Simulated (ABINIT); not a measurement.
Crystal: MoP.

```xyz
2
Lattice="3.2230 0.0000 0.0000 -1.6115 2.7912 0.0000 0.0000 0.0000 3.1910" Properties=species:S:1:pos:R:3 pbc="T T T"
Mo    0.0000    0.0000    0.0000
P     0.0000    1.8608    1.5955
```

Base run:

```yaml
Program: ABINIT 10.8.3 (patched build)
Functional: PBE
Potentials_or_basis: JTH PAW PBE v2.0
Cutoff: 544 eV
k_mesh: 13 × 13 × 10
Occupations: fermi-dirac, width 0.05 eV
Spin: no spin polarisation
```

Its results: band gap on the k mesh none (metal or under the smearing width); pressure 2.9 GPa.

Problem. The run is repeated on the same cell with these changes: k mesh from 13 × 13 × 10 to 4 × 4 × 3. What comes out?

Solution. Band gap on the k mesh none (metal or under the smearing width); pressure 3.5 GPa.

Caveats: some runs use coarse meshes.
